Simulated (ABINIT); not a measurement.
# Pt (Fm-3m) in ABINIT: settings compared, part 2 of 2

ABINIT 10.8.3 (patched build). The steps go on from the part before.

### Step 4. Band structure, PBE

File run.abi:

```
ndtset 2

pp_dirpath "./"
pseudos "Pt.upf"

acell 2.7731313745 2.7731313745 2.7731313745 Angstrom
rprim
     0.0000000000     0.7071067812     0.7071067812
     0.7071067812     0.0000000000     0.7071067812
     0.7071067812     0.7071067812     0.0000000000
ntypat 1
znucl 78
natom 1
typat 1
xred
     0.0000000000     0.0000000000     0.0000000000

ecut 42.0

ixc 11

occopt 3
tsmear 0.00183747

nstep 100

iomode 3
prtwf 0
prteig 0
prtebands 0
prtden1 1

kptopt1 1
ngkpt1 12 12 12
nshiftk1 1
shiftk1 0.0 0.0 0.0
nband1 13
tolvrs1 1.0e-10

iscf2 -2
getden2 1
nband2 19
nbdbuf2 4
tolwfr2 1.0e-11
kptopt2 -9
ndivsm2 6
prteig2 1
prtvol2 -3
kptbounds2
     0.0000000000     0.0000000000     0.0000000000
     0.5000000000     0.0000000000     0.5000000000
     0.5000000000     0.2500000000     0.7500000000
     0.3750000000     0.3750000000     0.7500000000
     0.0000000000     0.0000000000     0.0000000000
     0.5000000000     0.5000000000     0.5000000000
     0.6250000000     0.2500000000     0.6250000000
     0.5000000000     0.2500000000     0.7500000000
     0.5000000000     0.5000000000     0.5000000000
     0.3750000000     0.3750000000     0.7500000000
```

Potentials or basis: PseudoDojo NC SR PBE v0.4.1 standard.

Launch:

```bash
abinit run.abi > log 2>&1
```

Wall time 67 s (1 thread of Arm Neoverse V1, shared host); peak memory 0.11 GiB.

The run converged. Its results:

| Property | Result |
| --- | --- |
| Free energy | -3553.5988 eV |
| Pressure | 9.6 GPa |
| Band gap on the k mesh | none (metal or under the smearing width) |
| Valence electrons inside the program's atomic spheres | Pt 14.50 (radii [1.0584] Å) |

Levels at the corners of the path, in eV from the Fermi level:
```csv
point,band 5,band 6,band 7,band 8,band 9,band 10,band 11,band 12,band 13,band 14
Γ,-10.26,-3.81,-3.81,-3.81,-1.65,-1.65,14.59,19.54,19.54,19.54
X,-7.11,-6.65,-0.01,0.48,0.48,1.74,8.86,11.37,11.37,20.07
W,-5.69,-4.58,-4.58,-2.03,0.48,7.09,8.26,8.26,12.02,24.39
K,-6.30,-5.50,-2.89,-1.34,-0.19,5.71,6.70,10.09,14.65,19.94
Γ,-10.26,-3.81,-3.81,-3.81,-1.65,-1.65,14.59,19.54,19.54,19.54
L,-7.36,-3.88,-3.88,-0.52,0.03,0.03,5.82,14.16,18.93,18.93
U,-6.30,-5.50,-2.89,-1.34,-0.19,5.71,6.70,10.09,14.65,19.94
W,-5.69,-4.58,-4.58,-2.03,0.48,7.09,8.26,8.26,12.02,24.39
L,-7.36,-3.88,-3.88,-0.52,0.03,0.03,5.82,14.16,18.93,18.93
K,-6.30,-5.50,-2.89,-1.34,-0.19,5.71,6.70,10.09,14.65,19.94
```

Caveat: spin-orbit coupling is left out, which moves the levels of the heavy elements.

### Step 5. Band structure, BLYP

File run.abi:

```
# Datasets: ground state, then fixed potential
ndtset 2

# Pseudopotentials
pp_dirpath "./"
pseudos "Pt.GGA_PBE-JTH.xml"

# Structure
acell 3*1.0
rprim
     0.0000000000     3.7055639578     3.7055639578
     3.7055639578     0.0000000000     3.7055639578
     3.7055639578     3.7055639578     0.0000000000
ntypat 1
znucl 78
natom 1
typat 1
xred
     0.0000000000     0.0000000000     0.0000000000

# Plane-wave basis
ecut 16.0
pawecutdg 32.0

# Exchange and correlation
ixc -106131

# Bands and occupations
occopt 3
tsmear 0.00183747

# SCF cycle
nstep 100

# Output
iomode 3
prtwf 0
prteig 0
prtebands 0
prtden1 1

# Dataset 1
kptopt1 1
ngkpt1 12 12 12
nshiftk1 1
shiftk1 0.0 0.0 0.0
nband1 9
tolvrs1 1.0e-9

# Dataset 2: bands along G-X-W-K-G-L-U-W-L-K
iscf2 -2
getden2 1
nband2 15
nbdbuf2 4
tolwfr2 1.0e-11
kptopt2 -9
ndivsm2 8
prteig2 1
prtvol2 -3
kptbounds2
     0.0000000000     0.0000000000     0.0000000000
     0.5000000000     0.0000000000     0.5000000000
     0.5000000000     0.2500000000     0.7500000000
     0.3750000000     0.3750000000     0.7500000000
     0.0000000000     0.0000000000     0.0000000000
     0.5000000000     0.5000000000     0.5000000000
     0.6250000000     0.2500000000     0.6250000000
     0.5000000000     0.2500000000     0.7500000000
     0.5000000000     0.5000000000     0.5000000000
     0.3750000000     0.3750000000     0.7500000000
```

Potentials or basis: JTH PAW PBE v2.0.

Launch:

```bash
abinit run.abi > log 2>&1
```

Run time: 28 s. Hardware: 1 thread of Arm Neoverse V1, shared host; peak memory 0.11 GiB.

Results (log left out):

```yaml
Free_energy: -732.6618 eV
Pressure: 26.4 GPa
Band_gap_on_the_k_mesh: none (metal or under the smearing width)
Valence_electrons_inside_the_program's_atomic_spheres: Pt 8.69 (radii [1.3315] Å)
```

Levels at the corners of the path, in eV from the Fermi level:
| point | band 1 | band 2 | band 3 | band 4 | band 5 | band 6 | band 7 | band 8 | band 9 | band 10 |
| --- | --- | --- | --- | --- | --- | --- | --- | --- | --- | --- |
| Γ | -10.06 | -3.79 | -3.79 | -3.79 | -1.66 | -1.66 | 15.85 | 20.58 | 20.58 | 20.58 |
| X | -6.99 | -6.57 | -0.02 | 0.47 | 0.47 | 2.04 | 8.82 | 11.75 | 11.75 | 20.60 |
| W | -5.58 | -4.49 | -4.49 | -1.99 | 0.48 | 7.13 | 8.47 | 8.47 | 12.33 | 25.63 |
| K | -6.20 | -5.39 | -2.79 | -1.32 | -0.18 | 5.84 | 6.88 | 10.26 | 14.98 | 20.67 |
| Γ | -10.06 | -3.79 | -3.79 | -3.79 | -1.66 | -1.66 | 15.85 | 20.58 | 20.58 | 20.58 |
| L | -7.25 | -3.85 | -3.85 | -0.18 | 0.02 | 0.02 | 5.81 | 15.30 | 19.61 | 19.61 |
| U | -6.20 | -5.39 | -2.79 | -1.32 | -0.18 | 5.84 | 6.88 | 10.26 | 14.98 | 20.67 |
| W | -5.58 | -4.49 | -4.49 | -1.99 | 0.48 | 7.13 | 8.47 | 8.47 | 12.33 | 25.63 |
| L | -7.25 | -3.85 | -3.85 | -0.18 | 0.02 | 0.02 | 5.81 | 15.30 | 19.61 | 19.61 |
| K | -6.20 | -5.39 | -2.79 | -1.32 | -0.18 | 5.84 | 6.88 | 10.26 | 14.98 | 20.67 |

Caveat: so large a pressure means that the cell lies far from this level's equilibrium, or that cutoff or potentials fall short; the potentials were made for another functional, which shifts forces and pressure; spin-orbit coupling is left out, which moves the levels of the heavy elements.

### Step 6. Band structure, PBE

run.abi, as its differences from that of step 5:

```diff
@@ -5,10 +5,10 @@
 pp_dirpath "./"
-pseudos "Pt.GGA_PBE-JTH.xml"
+pseudos "Pt_ONCV_PBE-1.2.upf"
 
 # Structure
-acell 3*1.0
+acell 3*1.0 Angstrom
 rprim
-     0.0000000000     3.7055639578     3.7055639578
-     3.7055639578     0.0000000000     3.7055639578
-     3.7055639578     3.7055639578     0.0000000000
+     0.0000000000     1.9609000000     1.9609000000
+     1.9609000000     0.0000000000     1.9609000000
+     1.9609000000     1.9609000000     0.0000000000
 ntypat 1
@@ -17,11 +17,10 @@
 typat 1
-xred
-     0.0000000000     0.0000000000     0.0000000000
+xcart
+     0.0000000000     0.0000000000     0.0000000000 Angstrom
 
 # Plane-wave basis
-ecut 16.0
-pawecutdg 32.0
+ecut 42.0
 
 # Exchange and correlation
-ixc -106131
+ixc 11
 
@@ -29,3 +28,3 @@
 occopt 3
-tsmear 0.00183747
+tsmear 0.05 eV
 
@@ -46,4 +45,4 @@
 shiftk1 0.0 0.0 0.0
-nband1 9
-tolvrs1 1.0e-9
+nband1 13
+tolvrs1 1.0e-10
 
@@ -52,3 +51,3 @@
 getden2 1
-nband2 15
+nband2 19
 nbdbuf2 4
@@ -56,5 +55,4 @@
 kptopt2 -9
-ndivsm2 8
+ndivsm2 5
 prteig2 1
-prtvol2 -3
 kptbounds2
```

Potentials or basis: SG15 NC PBE v1.2.

Launch:

```bash
abinit run.abi > log 2>&1
```

run.abo:

```text
.Version 10.8.3 of ABINIT
 DATASET    1 : space group Fm -3 m (#225); Bravais cF (face-center cubic)
================================================================================
 Values of the parameters that define the memory need for DATASET  1.
     intxc =       0    ionmov =       0      iscf =       7    lmnmax =       8
     lnmax =       8     mgfft =      32  mpssoang =       4    mqgrid =    3001
     natom =       1  nloc_mem =       1    nspden =       1   nspinor =       1
    nsppol =       1      nsym =      48    n1xccc =       0    ntypat =       1
    occopt =       3   xclevel =       2
       mpw =        1341          nfft =       32768          nkpt =          72
================================================================================
================================================================================

 DATASET    2 : space group Fm -3 m (#225); Bravais cF (face-center cubic)
================================================================================
 Values of the parameters that define the memory need for DATASET  2.
     intxc =       0    ionmov =       0      iscf =      -2    lmnmax =       8
     lnmax =       8     mgfft =      32  mpssoang =       4    mqgrid =    3001
     natom =       1  nloc_mem =       1    nspden =       1   nspinor =       1
    nsppol =       1      nsym =      48    n1xccc =       0    ntypat =       1
    occopt =       3   xclevel =       2
       mpw =        1351          nfft =       32768          nkpt =          87
================================================================================
================================================================================

--------------------------------------------------------------------------------
------------- Echo of variables that govern the present computation ------------
--------------------------------------------------------------------------------
 -outvars: echo values of preprocessed input variables --------
            acell      1.8897261259E+00  1.8897261259E+00  1.8897261259E+00 Bohr
              amu      1.95080000E+02
             ecut      4.20000000E+01 Hartree
           getden1          0
           getden2          1
             iscf1          7
             iscf2         -2
                       outvar_i_n : Printing only first  50 k-points.
              ixc          11
           jdtset        1    2
[... 950 lines left out ...]
 reduced coordinates (array xred) for    1 atoms
       0.000000000000      0.000000000000      0.000000000000

 cartesian coordinates (angstrom) at end:
    1      0.00000000000000     0.00000000000000     0.00000000000000
 length scales=  1.889726125908  1.889726125908  1.889726125908 bohr
              =  1.000000000000  1.000000000000  1.000000000000 angstroms
 Eigenvalues (hartree) for nkpt=  87  k points:
 kpt#   1, nband= 19, wtk=  1.00000, kpt=  0.0000  0.0000  0.0000 (reduced coord)
  -3.00147   -1.30686   -1.30686   -1.30686    0.24828    0.48569    0.48569    0.48569
   0.56514    0.56514    1.16172    1.34350    1.34350    1.34350    1.53943    1.79464
   1.79465    1.79487    1.88801
 kpt#   2, nband= 19, wtk=  1.00000, kpt=  0.0357  0.0000  0.0357 (reduced coord)
  -3.00145   -1.30708   -1.30694   -1.30694    0.25082    0.48399    0.48700    0.48700
   0.56325    0.56581    1.16572    1.33522    1.34412    1.34412    1.55604    1.76341
   1.76341    1.79582    1.86221
 kpt#   3, nband= 19, wtk=  1.00000, kpt=  0.0714  0.0000  0.0714 (reduced coord)
  -3.00139   -1.30772   -1.30719   -1.30719    0.25837    0.47905    0.49091    0.49091
   0.55777    0.56781    1.17747    1.31703    1.34532    1.34532    1.59892    1.71102
   1.71102    1.79936    1.80011
 kpt#   4, nband= 19, wtk=  1.00000, kpt=  0.1071  0.0000  0.1071 (reduced coord)
  -3.00130   -1.30874   -1.30758   -1.30758    0.27068    0.47136    0.49739    0.49739
   0.54927    0.57106    1.19631    1.29822    1.34486    1.34486    1.65679    1.66135
   1.66135    1.72480    1.80531
 kpt#   5, nband= 19, wtk=  1.00000, kpt=  0.1429  0.0000  0.1429 (reduced coord)
[... 317 lines left out ...]
   0.61682    0.79949    0.83931    1.09672    1.24274    1.29118    1.62395    1.62757
   1.71293    1.90317    1.96261
 kpt#  85, nband= 19, wtk=  1.00000, kpt=  0.4028  0.4028  0.6944 (reduced coord)
  -2.99996   -1.32053   -1.31653   -1.31141    0.40325    0.44005    0.49700    0.55252
   0.61539    0.81086    0.86077    1.04892    1.21602    1.31831    1.62680    1.62929
   1.67717    1.94425    1.96402
 kpt#  86, nband= 19, wtk=  1.00000, kpt=  0.3889  0.3889  0.7222 (reduced coord)
  -2.99992   -1.32016   -1.31727   -1.31178    0.39930    0.43194    0.50729    0.56648
   0.61574    0.82047    0.87939    1.00881    1.18894    1.34173    1.62802    1.62933
   1.65783    1.96067    1.98551
 kpt#  87, nband= 19, wtk=  1.00000, kpt=  0.3750  0.3750  0.7500 (reduced coord)
  -2.99990   -1.32049   -1.31705   -1.31208    0.39429    0.42354    0.51972    0.57663
   0.61914    0.83526    0.87209    0.99635    1.16390    1.35872    1.60122    1.63092
   1.67805    1.95853    2.00346

== END DATASET(S) ==============================================================
================================================================================

 -outvars: echo values of variables after computation  --------
            acell      1.8897261259E+00  1.8897261259E+00  1.8897261259E+00 Bohr
           etotal1    -1.2130923903E+02
            fcart1    -0.0000000000E+00 -0.0000000000E+00 -0.0000000000E+00
            rprim      0.0000000000E+00  1.9609000000E+00  1.9609000000E+00
                       1.9609000000E+00  0.0000000000E+00  1.9609000000E+00
                       1.9609000000E+00  1.9609000000E+00  0.0000000000E+00
           strten1    -3.7821902826E-04 -3.7821902826E-04 -3.7821902826E-04
                       0.0000000000E+00  0.0000000000E+00  0.0000000000E+00
 Calculation completed.
```

It took 56 s on 1 thread of Arm Neoverse V1, shared host; peak memory 0.11 GiB.

What came out:

| Quantity | Value |
| --- | --- |
| Free energy | -3300.9926 eV |
| Pressure | 11.1 GPa |
| Band gap on the k mesh | none (metal or under the smearing width) |
| Valence electrons inside the program's atomic spheres | Pt 14.50 (radii [1.0584] Å) |

Levels at the corners of the path, in eV from the Fermi level:
| point | band 7 | band 8 | band 9 | band 10 | band 11 | band 12 |
| --- | --- | --- | --- | --- | --- | --- |
| Γ | -3.82 | -3.82 | -1.66 | -1.66 | 14.58 | 19.52 |
| X | -0.01 | 0.48 | 0.48 | 1.73 | 8.84 | 11.35 |
| W | -4.59 | -2.03 | 0.49 | 7.07 | 8.25 | 8.25 |
| K | -2.89 | -1.34 | -0.19 | 5.69 | 6.70 | 10.08 |
| Γ | -3.82 | -3.82 | -1.66 | -1.66 | 14.58 | 19.52 |
| L | -3.88 | -0.53 | 0.03 | 0.03 | 5.81 | 14.15 |
| U | -2.89 | -1.34 | -0.19 | 5.69 | 6.70 | 10.08 |
| W | -4.59 | -2.03 | 0.49 | 7.07 | 8.25 | 8.25 |
| L | -3.88 | -0.53 | 0.03 | 0.03 | 5.81 | 14.15 |
| K | -2.89 | -1.34 | -0.19 | 5.69 | 6.70 | 10.08 |

Caveat: spin-orbit coupling is left out, which moves the levels of the heavy elements.

### Step 7. The reference run

An earlier run on the cell as given: functional PBE; potentials or basis JTH PAW PBE v2.0; cutoff 435 eV; k mesh 12 × 12 × 12; occupations fermi-dirac, width 0.05 eV; no spin polarisation.

- Pressure: 11.1 GPa
- Band gap on the k mesh: none (metal or under the smearing width)
- Valence electrons inside the program's atomic spheres: Pt 8.65 (radii [1.3315] Å)

### Step 8. The runs side by side

| task | level | potentials or basis | cutoff (eV) | fine-grid cutoff | gap on the mesh (eV) | pressure (GPa) |
| --- | --- | --- | --- | --- | --- | --- |
| equation of state | PBE+D3 | JTH PAW PBE v2.0 | 435 | 870.764 eV | - | - |
| band structure | PBE | PseudoDojo NC SR PBE v0.4.1 standard | 1143 | - | none | 9.6 |
| band structure | BLYP | JTH PAW PBE v2.0 | 435 | 870.764 eV | none | 26.4 |
| band structure | PBE | SG15 NC PBE v1.2 | 1143 | - | none | 11.1 |
| single point | PBE | JTH PAW PBE v2.0 | 435 | 870.764 eV | none | 11.1 |

Alike in all rows: no spin polarisation; cell as given; k mesh 12 × 12 × 12; smearing fermi-dirac 0.05 eV.

Caveats: spin-orbit coupling is left out, which moves the levels of the heavy elements (some runs); pressures at fixed basis lie under the slope of the energies (some runs); so large a pressure means that the cell lies far from this level's equilibrium, or that cutoff or potentials fall short (some runs); the potentials were made for another functional, which shifts forces and pressure (some runs).

Total energies depend on the potentials used, so only differences within one code and one set of settings carry meaning.
